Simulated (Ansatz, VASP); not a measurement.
**SiSe3: VASP beside Ansatz**

The input INCAR:

```
  PREC = Accurate
  ENCUT = 520
  EDIFF = 1E-6
  ISMEAR = 0
  SIGMA = 0.1
  LREAL = F
  LASPH = T
  NELM = 100
  ALGO = Normal
  ISIF = 2
  LWAVE = F
  LCHARG = F
  GGA = PE
  NBANDS = 19
```

Contents of KPOINTS:

```
regular mesh
0
Gamma
  4 4 4
```

The input POSCAR:

```
SiSe3
1.0
    4.5004589183      0.0000000000      0.0000000000
    0.0000000000      4.5004589183      0.0000000000
    0.0000000000      0.0000000000      4.5004589183
Si Se
1 3
Direct
    0.0000000000      0.0000000000      0.0000000000
    0.0000000000      0.5000000000      0.5000000000
    0.5000000000      0.0000000000      0.5000000000
    0.5000000000      0.5000000000      0.0000000000
```

Input for Ansatz:

```yaml
crystal:
  lattice:
    - [4.5004589183, 0.0, 0.0]
    - [0.0, 4.5004589183, 0.0]
    - [0.0, 0.0, 4.5004589183]
  atoms:
    - { symbol: Si, position: [0.0, 0.0, 0.0] }
    - { symbol: Se, position: [0.0, 0.5, 0.5] }
    - { symbol: Se, position: [0.5, 0.0, 0.5] }
    - { symbol: Se, position: [0.5, 0.5, 0.0] }
basis:
  ecutwfc: 420
kpoints:
  mp_grid: { grid: [4, 4, 4] }
hamiltonian:
  xc: pbe
scf:
  occupations: { method: gaussian, width: 0.1 }
  lower_state_search: "off"
output:
  forces: true
  stress: true
  eigenvalues: true
```

Alike in both runs: task single point; functional PBE; k mesh 4 × 4 × 4; occupations gaussian, width 0.1 eV; no spin polarisation.

```csv
,VASP,Ansatz
version,VASP 6.6.1,Ansatz 0.2.0
potentials or method,"VASP PAW PBE potentials, release 64 (Si, Se)","scalar-relativistic, plane waves, PAW"
plane-wave cutoff (eV),520,420
valence electrons in the cell,22,52
```

```csv
,VASP,Ansatz,Ansatz less VASP
gap on the k mesh at the Fermi level (eV),none,none,-
pressure (GPa),-5.6,-5.6,-0.01
```

A gap of «none» marks a metal or a gap that the smearing closes. The two sets of potentials don't hold the same shells in valence.
